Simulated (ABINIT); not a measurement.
# FeO (P-6m2) in ABINIT: reference runs, part 2 of 2

ABINIT 10.8.3 (patched build). Earlier steps stand in the parts before.

### 3 Single point, PBE, collinear spin, ferromagnetic start

run.py

```python
import json, os
import numpy as np
from ase.units import GPa
from ase.calculators.abinit import Abinit, AbinitProfile
from ase import Atoms

atoms = Atoms(['Fe', 'O'],
              cell=[[2.90290551, 0.0, 0.0], [-1.45145275, 2.51398992, 0.0], [0.0, 0.0, 2.83309195]],
              scaled_positions=[[0.0, 0.0, 0.0], [0.6666666667, 0.3333333333, 0.5]],
              pbc=True)
atoms.set_initial_magnetic_moments([4.0, 0.0])

profile = AbinitProfile(command='abinit', pp_paths=[os.path.abspath('pseudos')])
params = dict(
    pps='pawxml', xc='PBE',
    ecut=707.496,
    pawecutdg=1306.1465,
    pawxcdev=0,
    kptopt=1,
    ngkpt=[10, 10, 9],
    nshiftk=1,
    shiftk=[0.0, 0.0, 0.0],
    ixc=11,
    nband=16,
    occopt=3,
    tsmear=0.05,
    nstep=100,
    tolvrs=1e-09,
    prtwf=0,
    prtden=0,
)

atoms.calc = Abinit(profile=profile, directory='run', **params)
energy = atoms.get_potential_energy()
forces = atoms.get_forces()
stress = atoms.get_stress()
print(f'energy {energy:.6f} eV')
print('forces (eV/A)')
print(np.round(forces, 5))
print('stress (GPa, Voigt, tension positive)', np.round(stress / GPa, 4))
json.dump(dict(energy=energy, forces=forces.tolist(), stress=stress.tolist(), cell=atoms.cell.tolist(), frac=atoms.get_scaled_positions(wrap=False).tolist()), open('results.json', 'w'))
```

Potentials or basis: JTH PAW PBE v2.0.

Command:

```
$ python run.py
```

What it wrote:

```text
energy -3825.287579 eV
forces (eV/A)
[[-0. -0. -0.]
 [-0. -0. -0.]]
stress (GPa, Voigt, tension positive) [ 9.4085  9.4085 14.3439  0.      0.     -0.    ]
```

abinit.in:

```text
spinat
0.00000000000000 0.00000000000000 4.00000000000000
0.00000000000000 0.00000000000000 0.00000000000000
ecut 707.496 eV
ixc 11
kptopt 1
natom 2
nband 16
ngkpt
10 10 9
nshiftk 1
nsppol 2
nstep 100
occopt 3
pawecutdg 1306.1465 eV
pawxcdev 0
prtden 0
prtwf 0
shiftk
0.0 0.0 0.0
tolvrs 1e-09
tsmear 0.05 eV
#Definition of the unit cell
acell
1.00000000000000 1.00000000000000 1.00000000000000 Angstrom
rprim
2.90290551000000 0.00000000000000 0.00000000000000
-1.45145275000000 2.51398992000000 0.00000000000000
0.00000000000000 0.00000000000000 2.83309195000000
chkprim 0 # Allow non-primitive cells
#Definition of the atom types
ntypat 2
znucl 8 26
#Enumerate different atomic species
typat
 2 1
pseudos "./pseudos/O.GGA_PBE-JTH.xml,
./pseudos/Fe.GGA_PBE-JTH.xml"
#Definition of the atoms
xcart
0.00000000000000 0.00000000000000 0.00000000000000
2.74284819496531 1.58358414381320 2.67688393740664
chkexit 1 # abinit.exit file in the running directory terminates after the current SCF
```

abinit.abo:

```text
.Version 10.8.3 of ABINIT
 Symmetries : space group P-6 m 2 (#187); Bravais hP (primitive hexag.)
================================================================================
 Values of the parameters that define the memory need of the present run
     intxc =       0    ionmov =       0      iscf =      17    lmnmax =      18
     lnmax =       6     mgfft =      27  mpssoang =       3    mqgrid =    3001
     natom =       2  nloc_mem =       2    nspden =       2   nspinor =       1
    nsppol =       2      nsym =      12    n1xccc =       1    ntypat =       2
    occopt =       3   xclevel =       2
       mpw =         900          nfft =       19683          nkpt =          70
 PAW method is used; the additional fine FFT grid is defined by:
   mgfftf=        36    nfftf =     46656
================================================================================
================================================================================

--------------------------------------------------------------------------------
------------- Echo of variables that govern the present computation ------------
--------------------------------------------------------------------------------
 -outvars: echo values of preprocessed input variables --------
            acell      1.8897261259E+00  1.8897261259E+00  1.8897261259E+00 Bohr
              amu      1.59994000E+01  5.58470000E+01
          chkexit           1
          chkprim           0
             ecut      2.59999984E+01 Hartree
                       outvar_i_n : Printing only first  50 k-points.
              ixc          11
                       outvar_i_n : Printing only first  50 k-points.
         kptrlatt       10    0    0      0   10    0      0    0    9
          kptrlen      4.81839109E+01
            natom           2
            nband          16
            ngfft          27      27      27
          ngfftdg          36      36      36
             nkpt          70
           nspden           2
           nsppol           2
            nstep         100
             nsym          12
           ntypat           2
                       prtocc : prtvol=0, do not print more k-points.
                       1.000000  1.000000  1.000000  1.000000  1.000000  1.000000
                       1.000000  1.000000  1.000000  1.000000  1.000000  0.000000
                       0.000000  0.000000  0.000000  0.000000
                       1.000000  1.000000  1.000000  1.000000  1.000000  1.000000
                       1.000000  1.000000  1.000000  1.000000  1.000000  0.000000
                       0.000000  0.000000  0.000000  0.000000
                       1.000000  1.000000  1.000000  1.000000  1.000000  1.000000
                       1.000000  1.000000  1.000000  1.000000  1.000000  0.000000
                       0.000000  0.000000  0.000000  0.000000
                       1.000000  1.000000  1.000000  1.000000  1.000000  1.000000
                       1.000000  1.000000  1.000000  1.000000  1.000000  0.000000
                       0.000000  0.000000  0.000000  0.000000
                       1.000000  1.000000  1.000000  1.000000  1.000000  1.000000
                       1.000000  1.000000  1.000000  1.000000  1.000000  0.000000
                       0.000000  0.000000  0.000000  0.000000
                       1.000000  1.000000  1.000000  1.000000  1.000000  1.000000
                       1.000000  1.000000  1.000000  1.000000  1.000000  0.000000
[... 320 lines left out ...]
  -3.02827   -1.78180   -1.77722   -1.77722   -0.46517    0.09066    0.09066    0.10594
   0.13581    0.16373    0.16373    0.22709    0.22709    0.27379    0.77521    0.83633
      occupation numbers for kpt#   1
   1.00000    1.00000    1.00000    1.00000    1.00000    1.00000    1.00000    1.00000
   1.00000    1.00000    1.00000    1.00000    1.00000    0.02143    0.00000    0.00000
 prteigrs : prtvol=0 or 1, do not print more k-points.

 Eigenvalues (hartree) for nkpt=  70  k points, SPIN DOWN:
 kpt#   1, nband= 16, wtk=  0.00111, kpt=  0.0000  0.0000  0.0000 (reduced coord)
  -2.87421   -1.62873   -1.62873   -1.62738   -0.44360    0.14883    0.14883    0.15741
   0.19985    0.30687    0.31423    0.31423    0.31837    0.31837    0.80163    0.86885
      occupation numbers for kpt#   1
   1.00000    1.00000    1.00000    1.00000    1.00000    1.00000    1.00000    1.00000
   1.00000    0.00000    0.00000    0.00000    0.00000    0.00000    0.00000    0.00000
 prteigrs : prtvol=0 or 1, do not print more k-points.

--- !EnergyTerms
iteration_state     : {dtset: 1, }
comment             : Components of total free energy in Hartree
kinetic             :  1.95431694552728E+01
hartree             :  3.10062416387643E+01
xc                  : -6.26881015557000E+00
Ewald energy        : -9.36202693920038E+01
psp_core            :  5.62464830284236E+00
local_psp           : -8.67863646789644E+01
PAW spherical_terms : -1.00753049561145E+01
internal            : -1.40576689785773E+02
'-kT*entropy'       : -3.58547484207216E-05
total_energy        : -1.40576725640522E+02
total_energy_eV     : -3.82528757859953E+03
...

--- !EnergyTermsDC
iteration_state     : {dtset: 1, }
comment             : '"Double-counting" decomposition of free energy'
band_energy         : -1.53514402471465E+01
Ewald energy        : -9.36202693920038E+01
psp_core            :  5.62464830284236E+00
xc_dc               : -2.91237943383658E+01
PAW spherical_terms : -8.10583293010738E+00
internal            : -1.40576688604781E+02
'-kT*entropy'       : -3.58547484207216E-05
total_energy_dc     : -1.40576724459530E+02
total_energy_dc_eV  : -3.82528754646310E+03
...

--- !EnergyTermsWithPAWCore
iteration_state     : {dtset: 1, }
comment             : 'Components of total free energy, including PAW core contributions'
Total energy        : -1.34803188742255E+03
Total energy DC     : -1.34803188624156E+03
Total energy (eV)   : -3.66818163605539E+04
Total energy DC (eV): -3.66818163284174E+04
...

 Cartesian components of stress tensor (hartree/bohr^3)
  sigma(1 1)=  3.19788930E-04  sigma(3 2)=  0.00000000E+00
  sigma(2 2)=  3.19788815E-04  sigma(3 1)=  0.00000000E+00
  sigma(3 3)=  4.87540601E-04  sigma(2 1)= -8.08127136E-11

-Cartesian components of stress tensor (GPa)         [Pressure= -1.1054E+01 GPa]
- sigma(1 1)=  9.40851516E+00  sigma(3 2)=  0.00000000E+00
- sigma(2 2)=  9.40851178E+00  sigma(3 1)=  0.00000000E+00
- sigma(3 3)=  1.43439397E+01  sigma(2 1)= -2.37759212E-06

== END DATASET(S) ==============================================================
================================================================================

 -outvars: echo values of variables after computation  --------
            acell      1.8897261259E+00  1.8897261259E+00  1.8897261259E+00 Bohr
           etotal     -1.4057672446E+02
            fcart     -0.0000000000E+00 -0.0000000000E+00 -0.0000000000E+00
                      -0.0000000000E+00 -0.0000000000E+00 -0.0000000000E+00
            rprim      2.9029055100E+00  0.0000000000E+00  0.0000000000E+00
                      -1.4514527500E+00  2.5139899200E+00  0.0000000000E+00
                       0.0000000000E+00  0.0000000000E+00  2.8330919500E+00
           strten      3.1978893036E-04  3.1978881547E-04  4.8754060144E-04
                       0.0000000000E+00  0.0000000000E+00 -8.0812713628E-11
           xangst      0.0000000000E+00  0.0000000000E+00  0.0000000000E+00
                       1.4514527567E+00  8.3799664000E-01  1.4165459750E+00
             xred      0.0000000000E+00  0.0000000000E+00  0.0000000000E+00
                       6.6666666667E-01  3.3333333333E-01  5.0000000000E-01
 Calculation completed.
```

Wall time 94 s (1 thread of Arm Neoverse V1, shared host); peak memory 0.16 GiB.

What came out:

```yaml
Free_energy: -3825.2875 eV
Pressure: -11.1 GPa
Band_gap_on_the_k_mesh: none (metal or under the smearing width)
Net_moment: 4.00 μB per cell
Site_moments: Fe +3.58; O +0.33 μB
Valence_electrons_inside_the_program's_atomic_spheres: Fe 14.09; O 4.51
```

Stress tensor (GPa, compression positive):
```
 -9.41   0.00   0.00
  0.00  -9.41   0.00
  0.00   0.00 -14.34
```

Caveat: a cell with one magnetic atom can't hold antiferromagnetic order, which such compounds often take; semilocal functionals often make such compounds metallic where correlation or magnetic order opens a gap, which also shifts bond lengths. With open d or f shells a metallic result of PBE can be an artefact of self-interaction; +U or a hybrid may open a gap.
